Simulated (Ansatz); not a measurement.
## Two states of MnS

```
Mn S
1.0
     3.99476   -0.01997    0.00936
    -2.01468    3.51673   -0.01530
     0.01510   -0.01978    6.38833
Mn S
2 2
Direct
  0.34433 0.67855 0.00785
  0.60656 0.33907 0.50162
  0.27102 0.62895 0.39152
  0.68183 0.24444 0.91259
```

The numbers come from plane-wave PAW DFT (Ansatz): PBE0, 420 eV, 5×5×3 Γ-centred k points, fermi-dirac occupations (width 0.0335 eV). Nothing was relaxed.

State A: Mn1 up, Mn2 down (collinear spin). State B: Mn1 up, Mn2 up (collinear spin).

**Question.** Compare the two self-consistent states.

**Answer.** State A is lower by 32.6 meV an atom at zero smearing.

| state | free energy (meV/atom) | largest moment in a small sphere (μB) | net moment (μB/cell) | gap on mesh (eV) | pressure (GPa) | largest force (eV/Å) |
| --- | --- | --- | --- | --- | --- | --- |
| A | 0.0 | 4.25 | 0.00 | 3.23 | 3.7 | 4.15 |
| B | 32.6 | 4.29 | 10.00 | 2.67 | 4.9 | 4.16 |

Origin: a strained cell with displaced atoms, so it need not be a known compound. Caveats: an odd or shifted mesh can miss the band edges, so this level's true gap may be smaller; atoms or cell far from equilibrium; the exchange threshold is loose for a stress; the SCF threshold is loose for a stress.
